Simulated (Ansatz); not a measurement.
## Structures of WSe3: which is lowest?

Plane-wave DFT in Ansatz with scalar-relativistic PAW potentials, cutoff 420 eV, Γ-centred meshes chosen by cell and gap, Gaussian smearing with energies taken to zero width. Every cell was relaxed (cell and atoms) in a run of its own, within the symmetry of its start. Functional: PBE.

Relaxed structures (starts from databases or built by putting these elements on another compound's sites):
A. Fm-3m, 4 atoms in the computed cell, a = 6.545 Å; sites (symmetry × multiplicity) W m-3m × 4, Se -43m × 8 + m-3m × 4; start: built
B. Pm-3m, 4 atoms in the computed cell, a = 4.945 Å; sites (symmetry × multiplicity) W m-3m × 1, Se 4/mm.m × 3; start: built

Task: Rank them by energy. Could pressure change the order?

Result:
```csv
structure,group,E − E(lowest) (meV/atom),V (Å³/atom),gap on mesh (eV)
B,Pm-3m,0.0,30.23,0.00
A,Fm-3m,446,17.52,0.00
```

B is lowest, 446 meV/atom under A. A is denser by 12.71 Å³/atom, so pressure favours it: ΔE/ΔV, with ΔE in eV and 1 eV/Å³ = 160.2 GPa, gives about 6 GPa for equal enthalpy if both cells were rigid, a rough figure since the two compress differently. Other structures may lie lower than all of these, and vibrations aren't counted.

Spin-orbit coupling is left out, which matters for the bands of heavy elements.